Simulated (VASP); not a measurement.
# W (Im-3m) in VASP: further runs

The runs below take W through relaxation of cell and atoms, relaxation of the atoms, single point, with BLYP+D4, rev-vdW-DF2, PBE.

Program: VASP 6.6.1. These are calculated values, not measurements. Logs are shortened: lines on timing, memory, paths and dates and some standing lists are left out, and cuts for length are marked.

## (1) The crystal as given

It takes space group Im-3m (No. 229, cubic). The conventional cell has a = 3.165 Å, b = 3.165 Å, c = 3.165 Å, α = 90.00°, β = 90.00°, γ = 90.00°. W (site symmetry m-3m) is surrounded by 8 W at 2.74 Å.

## (2) Relaxation of cell and atoms, BLYP+D4

File INCAR:

```
PREC     = Accurate       # precision mode
ENCUT    = 600            # plane-wave cutoff, eV
EDIFF    = 1E-6           # SCF threshold, eV
ISMEAR   = -1             # smearing method
SIGMA    = 0.05           # smearing width, eV
LREAL    = F              # projectors in reciprocal space
LASPH    = T              # aspherical terms in the spheres
NELM     = 100            # most SCF steps
ALGO     = Fast           # electronic algorithm
ISIF     = 3              # what is computed and relaxed
LWAVE    = F              # write WAVECAR
LCHARG   = F              # write CHGCAR
GGA      = B5             # functional
ALDAX    = 1.0          
AGGAX    = 1.0          
AGGAC    = 1.0          
ALDAC    = 0.0          
IVDW     = 13             # dispersion correction
VDW_S6   = 1.0          
VDW_S8   = 2.34076671   
VDW_A1   = 0.44488865   
VDW_A2   = 4.0933009    
IBRION   = 2              # ionic algorithm
NSW      = 60             # ionic steps
EDIFFG   = -0.005         # ionic threshold
```

File KPOINTS:

```
regular mesh
0
Gamma
  12 12 12
```

File POSCAR:

```
W
1.0
   -1.5823450000      1.5823450000      1.5823450000
    1.5823450000     -1.5823450000      1.5823450000
    1.5823450000      1.5823450000     -1.5823450000
W
1
Direct
    0.0000000000      0.0000000000      0.0000000000
```

Potentials or basis: VASP PAW PBE potentials, release 64 (W_sv).

Started as:

```bash
cat potpaw_PBE.64/W_sv/POTCAR > POTCAR
mpirun -np 1 vasp_std > vasp.out
```

OUTCAR:

```text
PREC = Accurate
   ENCUT = 600
   EDIFF = 1E-6
   ISMEAR = -1
   LREAL = F
   LASPH = T
   NELM = 100
   ISIF = 3
   GGA = B5
   IVDW = 13
   IBRION = 2
   NSW = 60
   EDIFFG = -0.005

 ion  position               nearest neighbor table
   1  0.000  0.000  0.000-

  LATTYP: Found a body centered cubic cell.
 ALAT       =     3.1646900000

  Lattice vectors:

 A1 = (  -1.5823450000,   1.5823450000,   1.5823450000)
 A2 = (   1.5823450000,  -1.5823450000,   1.5823450000)
 A3 = (   1.5823450000,   1.5823450000,  -1.5823450000)

Analysis of symmetry for initial positions (statically):
=====================================================================
 Subroutine PRICEL returns:
 Original cell was already a primitive cell.

 Routine SETGRP: Setting up the symmetry group for a
 body centered cubic supercell.

 Subroutine GETGRP returns: Found 48 space group operations
 (whereof 48 operations were pure point group operations)
 out of a pool of 48 trial point group operations.

The static configuration has the point symmetry O_h .

Analysis of symmetry for dynamics (positions and initial velocities):
=====================================================================
 Subroutine PRICEL returns:
 Original cell was already a primitive cell.

 Routine SETGRP: Setting up the symmetry group for a
 body centered cubic supercell.

 Subroutine GETGRP returns: Found 48 space group operations
 (whereof 48 operations were pure point group operations)
 out of a pool of 48 trial point group operations.

The dynamic configuration has the point symmetry O_h .

 Subroutine INISYM returns: Found 48 space group operations
 (whereof 48 operations are pure point group operations),
 and found     1 'primitive' translations

----------------------------------------------------------------------------------------

                                     Primitive cell

  volume of cell :      15.8476

  direct lattice vectors                    reciprocal lattice vectors
    -1.582345000  1.582345000  1.582345000     0.000000000  0.315986716  0.315986716
     1.582345000 -1.582345000  1.582345000     0.315986716  0.000000000  0.315986716
     1.582345000  1.582345000 -1.582345000     0.315986716  0.315986716  0.000000000

  length of vectors
     2.740701935  2.740701935  2.740701935     0.446872699  0.446872699  0.446872699

  position of ions in fractional coordinates (direct lattice)
     0.000000000  0.000000000  0.000000000

  ion indices of the primitive-cell ions
   primitive index   ion index
                 1           1

----------------------------------------------------------------------------------------

 KPOINTS: regular mesh

Automatic generation of k-mesh.
 Grid dimensions read from file:
 generate k-points for:   12   12   12

 Generating k-lattice:

  Cartesian coordinates                     Fractional coordinates (reciprocal lattice)
     0.000000000  0.026332226  0.026332226     0.083333333  0.000000000  0.000000000
     0.026332226  0.000000000  0.026332226     0.000000000  0.083333333  0.000000000
     0.026332226  0.026332226  0.000000000     0.000000000  0.000000000  0.083333333

  Length of vectors
     0.037239392  0.037239392  0.037239392

  Shift w.r.t. Gamma in fractional coordinates (k-lattice)
     0.000000000  0.000000000  0.000000000

 Subroutine IBZKPT returns following result:
 ===========================================

 Found     72 irreducible k-points:

 Following reciprocal coordinates:
            Coordinates               Weight
  0.000000  0.000000  0.000000      1.000000
  0.083333  0.000000  0.000000     12.000000
  0.166667  0.000000  0.000000     12.000000
  0.250000  0.000000  0.000000     12.000000
  0.333333  0.000000  0.000000     12.000000
  0.416667  0.000000  0.000000     12.000000
[... 16 lines left out ...]
  0.333333  0.083333  0.083333     24.000000
  0.416667  0.083333  0.083333     12.000000
 [... further k-points ...]
   k-points           NKPTS =     72   k-points in BZ     NKDIM =     72   number of bands    NBANDS=     11
   number of dos      NEDOS =    301   number of ions     NIONS =      1
   total plane-waves  NPLWV =  13824
   dimension x,y,z NGX =    24 NGY =   24 NGZ =   24
   dimension x,y,z NGXF=    48 NGYF=   48 NGZF=   48
   ions per type =               1
   NGX,Y,Z   is equivalent  to a cutoff of  14.56, 14.56, 14.56 a.u.
   NGXF,Y,Z  is equivalent  to a cutoff of  29.12, 29.12, 29.12 a.u.
 SYSTEM =  unknown system
   PREC   = accura    normal or accurate (medium, high low for compatibility)
   ISTART =      0    job   : 0-new  1-cont  2-samecut
   ICHARG =      2    charge: 1-file 2-atom 10-const
   ISPIN  =      1    spin polarized calculation?
   LNONCOLLINEAR =      F non collinear calculations
   LSORBIT =      F    spin-orbit coupling
   LASPH  =      T    aspherical Exc in radial PAW
   ENCUT  =  600.0 eV  44.10 Ry    6.64 a.u.   5.47  5.47  5.47*2*pi/ulx,y,z
   NELM   =    100;   NELMIN=  2; NELMDL= -5     # of ELM steps
   EDIFF  = 0.1E-05   stopping-criterion for ELM
   LREAL  =      F    real-space projection
   EDIFFG = -.5E-02   stopping-criterion for IOM
   NSW    =     60    number of steps for IOM
   IBRION =      2    ionic relax: 0-MD 1-quasi-New 2-CG
   NFREE  =      1    steps in history (QN), initial steepest desc. (CG)
   ISIF   =      3    stress and relaxation
   ISYM   =      2    0-nonsym 1-usesym 2-fastsym
   POTIM  = 0.5000    time-step for ionic-motion
   TEBEG  =    0.0;   TEEND  =   0.0 temperature during run
   PSTRESS=    0.0 pullay stress
   NELECT =      14.0000    total number of electrons
   NUPDOWN=      -1.0000    fix difference up-down
   EMIN   =  10.00;   EMAX   =-10.00  energy-range for DOS
   EFERMI =   0.00;   METHOD = LEGACY
   ISMEAR =    -1;   SIGMA  =   0.05  broadening in eV -4-tet -1-fermi 0-gaus
   EFERMI_NEDOS =   21; number of points for ismear=-14 and -15
   IALGO  =     68    algorithm
   IMIX   =      4    mixing-type and parameters
     AMIX     =   0.40;   BMIX     =  1.00
     AMIX_MAG =   1.60;   BMIX_MAG =  1.00
  volume/ion in A,a.u.               =      15.85       106.94
  Fermi-wavevector in a.u.,A,eV,Ry     =   1.570832  2.968442 33.572544  2.467512
  Thomas-Fermi vector in A             =   2.672506
   LORBIT       =      0    0 simple, 1 ext, 2 COOP (PROOUT), +10 PAW based schemes
   GGA     = B5    functional components
   LHFCALC =     F    Hartree Fock is set to
   AEXX    =    0.0000 exact exchange contribution
   IVDW    =    13    specifies the selected vdW correction
   LEPSILON=     F    determine dielectric tensor
   LRPA    =     F    only Hartree local field effects (RPA)
 conjugate gradient relaxation of ions
 non-spin polarized calculation
 RMM-DIIS sequential band-by-band and
  energy-cutoff  :      600.00
  volume of cell :       15.85
 maximum number of plane-waves:       543
 NGX is ok and might be reduce to    24
   NGX = 11   NGY = 11   NGZ = 11

--------------------------------------- Ionic step        1  -------------------------------------------

 number of electron      14.0000001 magnetization

 Free energy of the ion-electron system (eV)
  ---------------------------------------------------
  ext. energy  EPLUGINS =         0.00000000
  ---------------------------------------------------
  free energy    TOTEN  =       -11.23624903 eV

  energy without entropy =      -11.23193543  energy(sigma->0) =      -11.23409223

------------------------ aborting loop because EDIFF is reached ----------------------------------------

  DFT-D4 for vdW energy calculation

  Edisp (eV):   -1.35753

  FORCE on cell =-STRESS in cart. coord.  units (eV):
  Direction    XX          YY          ZZ          XY          YZ          ZX
  --------------------------------------------------------------------------------------
  -------------------------------------------------------------------------------------
  Total       0.37599     0.37599     0.37599     0.00000     0.00000    -0.00000
  in kB      38.01218    38.01218    38.01218     0.00000     0.00000    -0.00000
  external pressure =       38.01 kB  Pullay stress =        0.00 kB
[... 59 lines left out ...]
  energy  without entropy=      -12.5656598020  energy(sigma->0) =      -12.56815272

--------------------------------------- Ionic step        3  -------------------------------------------

 number of electron      14.0000002 magnetization

 Free energy of the ion-electron system (eV)
  ---------------------------------------------------
  ext. energy  EPLUGINS =         0.00000000
  ---------------------------------------------------
  free energy    TOTEN  =       -11.25532979 eV

  energy without entropy =      -11.25087948  energy(sigma->0) =      -11.25310463

 E-fermi :  11.8123     XC(G=0): -12.9209

 val. band max:       11.7971215573   @ k =   0.1667   0.0000   0.0000
 cond. band min:      11.8223695480   @ k =   0.4167   0.0000   0.0000
 fundamental gap:      0.0252479907
 Fermi energy:        11.8123376206

 k-point     1 :       0.0000    0.0000    0.0000
  band No.  band energies     occupation
      1     -61.9277      2.00000
      2     -25.7748      2.00000
      3     -25.7748      2.00000
      4     -25.7748      2.00000
      5       2.4714      2.00000
      6      10.5445      2.00000
      7      10.5445      2.00000
      8      10.5445      2.00000
      9      14.0150      0.00000
     10      14.0150      0.00000
     11      26.5030      0.00000
[... 309 lines left out ...]
 k-point    24 :       0.4167    0.0833    0.0833
  band No.  band energies     occupation
      1     -61.7934      2.00000
      2     -26.9529      2.00000
      3     -26.2444      2.00000
      4     -25.8657      2.00000
      5       6.3585      2.00000
      6       8.2546      2.00000
      7      11.7431      1.59941
      8      14.1189      0.00000
      9      14.8602      0.00000
     10      19.1267      0.00000
     11      21.6015      0.00000

 [... further k-points ...]

------------------------ aborting loop because EDIFF is reached ----------------------------------------

  DFT-D4 for vdW energy calculation

  Edisp (eV):   -1.34077

  FORCE on cell =-STRESS in cart. coord.  units (eV):
  Direction    XX          YY          ZZ          XY          YZ          ZX
  --------------------------------------------------------------------------------------
  -------------------------------------------------------------------------------------
  Total      -0.00180    -0.00180    -0.00180     0.00000     0.00000    -0.00000
  in kB      -0.17943    -0.17943    -0.17943     0.00000     0.00000    -0.00000
  external pressure =       -0.18 kB  Pullay stress =        0.00 kB
[... 16 lines left out ...]
  FREE ENERGIE OF THE ION-ELECTRON SYSTEM (eV)
  ---------------------------------------------------
  free  energy   TOTEN  =       -12.5961029905 eV

  energy  without entropy=      -12.5916526828  energy(sigma->0) =      -12.59387784

 reached required accuracy - stopping structural energy minimisation
```

It took 32 s on 1 thread of Intel Xeon Platinum 8488C (Sapphire Rapids), shared host; peak memory 0.15 GiB.

Results:

```yaml
Free_energy: -12.5961 eV
Relaxed_volume: 16.05 Å³/atom
Relaxed_cell: a = 2.752 Å, b = 2.752 Å, c = 2.752 Å, α = 109.47°, β = 109.47°, γ = 109.47°
Space_group_after_relaxing_to_0.05_Å: Im-3m (No. 229)
Energy_gained_by_relaxing: 2.3 meV/atom
Ionic_steps: 3
Pressure_after_relaxing: 0.0 GPa
Band_gap_on_the_k_mesh: none (metal or under the smearing width)
Dispersion_energy_per_atom: -1.341 eV
```

Step by step:
```
step  energy change (eV)  largest force (eV/Å)  pressure (GPa)  volume (Å³)
   1              0.0000                0.0000            3.80        15.85
   2              0.0231                0.0000          -11.54        16.73
   3             -0.0023                0.0000           -0.02        16.05
```

Final structure:
```cif
data_structure
_symmetry_space_group_name_H-M 'P 1'
_symmetry_Int_Tables_number 1
_cell_length_a 2.7522
_cell_length_b 2.7522
_cell_length_c 2.7522
_cell_angle_alpha 109.471
_cell_angle_beta 109.471
_cell_angle_gamma 109.471
_cell_volume 16.05
loop_
_atom_site_label
_atom_site_type_symbol
_atom_site_fract_x
_atom_site_fract_y
_atom_site_fract_z
_atom_site_occupancy
W1 W 0.00000 0.00000 0.00000 1
```

Caveat: the PAW data sets were made with another functional, which shifts forces and pressure a little; pairwise dispersion overbinds metals, which lowers pressure and volume. Zero-point motion and thermal expansion aren't in these numbers.

## (3) Relaxation of the atoms, rev-vdW-DF2, spin-orbit coupling, no magnetisation (cell strained at random at fixed volume)

File INCAR:

```
SYSTEM = W
AGGAC    = 0.0          
ALGO     = Normal         ! electronic algorithm
EDIFF    = 1E-6           ! SCF threshold, eV
EDIFFG   = -0.005         ! ionic threshold
ENCUT    = 520            ! plane-wave cutoff, eV
GGA      = MK             ! functional
GGA_COMPAT= .False.      
IBRION   = 2              ! ionic algorithm
ISIF     = 2              ! what is computed and relaxed
ISMEAR   = 0              ! smearing method
LASPH    = .True.         ! aspherical terms in the spheres
LCHARG   = .False.        ! write CHGCAR
LMAXMIX  = 4              ! l up to which the mixer works
LORBIT   = 11             ! projections on sites
LREAL    = .False.        ! projectors in reciprocal space
LSORBIT  = .True.         ! spin-orbit coupling
LUSE_VDW = .True.       
LWAVE    = .False.        ! write WAVECAR
MAGMOM   = 0 0 0          ! initial moments
NELM     = 60             ! most SCF steps
NSW      = 60             ! ionic steps
PARAM1   = 0.1234       
PARAM2   = 0.711357     
PREC     = Accurate       ! precision mode
SIGMA    = 0.01           ! smearing width, eV
ZAB_VDW  = -1.8867
```

File KPOINTS:

```
k-points
0
Gamma
  9 9 9
  0 0 0
```

File POSCAR:

```
W
1.0
   -1.5531010000      1.5911750000      1.5465280000
    1.6185280000     -1.6172360000      1.6380150000
    1.5189070000      1.5830420000     -1.5725890000
W
1
Cartesian
   -0.0441462617     -0.0719575144     -0.0038767600
```

Potentials or basis: VASP PAW PBE potentials, release 64 (W_sv).

Started as:

```bash
cat potpaw_PBE.64/W_sv/POTCAR > POTCAR
mpirun -np 1 vasp_ncl > vasp.out
```

Run time: 5.9 min. Hardware: 1 thread of Intel Xeon Platinum 8375C at 2.90GHz (Ice Lake), shared host; peak memory 0.42 GiB.

Results (log left out):

```yaml
Free_energy: -11.1530 eV
Pressure_after_relaxing: 3.2 GPa
Valence_electrons_inside_the_program's_atomic_spheres: W 12.13
```

Stress tensor (GPa, compression positive):
```
 5.78  2.77 -5.56
 2.77  2.54  1.69
-5.56  1.69  1.40
```

Final structure:
```
W
1.0
    -1.55310    1.59118    1.54653
     1.61853   -1.61724    1.63801
     1.51891    1.58304   -1.57259
W
1
Direct
  0.97606 0.98459 0.96287
```

Caveat: the relaxation stopped at its first step, so nothing moved; the PAW data sets were made with another functional, which shifts forces and pressure a little.

## (4) Single point, PBE

File INCAR:

```
SYSTEM = W
ADDGRID = .False. ; ALGO = Normal
EDIFF = 1E-8 ; ENCUT = 900
GGA = PE ; ISIF = 2
ISMEAR = 1 ; LASPH = .True.
LCHARG = .False. ; LREAL = .False.
LWAVE = .False. ; NELM = 100
PREC = Accurate ; SIGMA = 0.1
```

File KPOINTS:

```
k-points
0
Gamma
  18 18 18
  0 0 0
```

File POSCAR:

```
W
1.0
   -1.5823450000      1.5823450000      1.5823450000
    1.5823450000     -1.5823450000      1.5823450000
    1.5823450000      1.5823450000     -1.5823450000
W
1
Direct
    0.0000000000      0.0000000000      0.0000000000
```

Potentials or basis: VASP PAW PBE potentials, release 64 (W).

Started as:

```bash
cat potpaw_PBE.64/W/POTCAR > POTCAR
mpirun -np 1 vasp_std > vasp.out
```

Wall time 26 s (1 thread of AMD EPYC 9R45 (Zen 5), shared host); peak memory 0.18 GiB.

The run converged. Its results:

```yaml
Free_energy: -13.0162 eV
Pressure: 2.2 GPa
Band_gap_on_the_k_mesh: none (metal or under the smearing width)
```

Levels at points of the mesh, in eV from the Fermi level:
```
           k point  band 1  band 2  band 3  band 4  band 5  band 6  band 7
(0.00, 0.00, 0.00)   -9.62   -1.25   -1.25   -1.25    2.23    2.23   15.23
(0.50, 0.00, 0.00)   -6.26   -3.57    0.70    2.13    3.10    6.10   11.05
(0.50, 0.50, 0.50)   -5.82   -5.82    5.12    5.12    5.12    8.38    8.38
```

(Continued in part 2 of 2.)
